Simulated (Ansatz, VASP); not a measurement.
Two plane-wave programs on PbF2

Contents of INCAR:

```
  ALGO = Normal
  EDIFF = 1E-6
  ENCUT = 520
  GGA = PE
  ISIF = 2
  ISMEAR = -1
  LASPH = T
  LCHARG = T
  LELF = T
  LREAL = F
  LVHAR = T
  LWAVE = F
  NBANDS = 21
  NELM = 100
  PREC = Accurate
  SIGMA = 0.008617333262145177
```

File KPOINTS:

```
k-points
0
Gamma
  4 4 4
```

File POSCAR:

```
PbF2
1.0
    0.0000000000      2.9579484323      2.9579484323
    2.9579484323      0.0000000000      2.9579484323
    2.9579484323      2.9579484323      0.0000000000
Pb F
1 2
Direct
    0.0000000000      0.0000000000      0.0000000000
    0.7500000000      0.7500000000      0.7500000000
    0.2500000000      0.2500000000      0.2500000000
```

Input for Ansatz:

```yaml
crystal:
  lattice:
    - [0.0, 2.9579484323, 2.9579484323]
    - [2.9579484323, 0.0, 2.9579484323]
    - [2.9579484323, 2.9579484323, 0.0]
  atoms:
    - { symbol: Pb, position: [0.0, 0.0, 0.0] }
    - { symbol: F, position: [0.75, 0.75, 0.75] }
    - { symbol: F, position: [0.25, 0.25, 0.25] }
basis:
  ecutwfc: 420
kpoints:
  mp_grid: { grid: [4, 4, 4] }
hamiltonian:
  xc: pbe
scf:
  occupations: { method: fermi_dirac, width: "100 K" }
output:
  forces: true
  stress: true
  eigenvalues: true
```

Alike in both runs: task single point; functional PBE; k mesh 4 × 4 × 4; no spin polarisation.

|  | VASP | Ansatz |
| --- | --- | --- |
| version | VASP 6.6.1 | Ansatz 0.2.0 |
| potentials or method | VASP PAW PBE potentials, release 64 (Pb_d, F) | scalar-relativistic, plane waves, PAW |
| plane-wave cutoff (eV) | 520 | 420 |
| occupations | fermi-dirac, width 0.00861733 eV | fermi-dirac |
| valence electrons in the cell | 28 | 28 |

|  | VASP | Ansatz | Ansatz less VASP |
| --- | --- | --- | --- |
| gap on the k mesh at the Fermi level (eV) | 4.41 | 4.42 | +0.003 |
| least direct gap on the mesh (eV) | 4.56 | 4.56 | +0.002 |
| pressure (GPa) | 3.0 | 3.2 | +0.20 |

Caveats: the k mesh is coarse (spacing up to 0.46 Å⁻¹), so the values aren't converged; spin-orbit coupling is left out, which as a rule narrows the gap of such compounds by several tenths of an eV. A k mesh can miss the band edges. As with any semilocal functional, this PBE gap is likely too small.
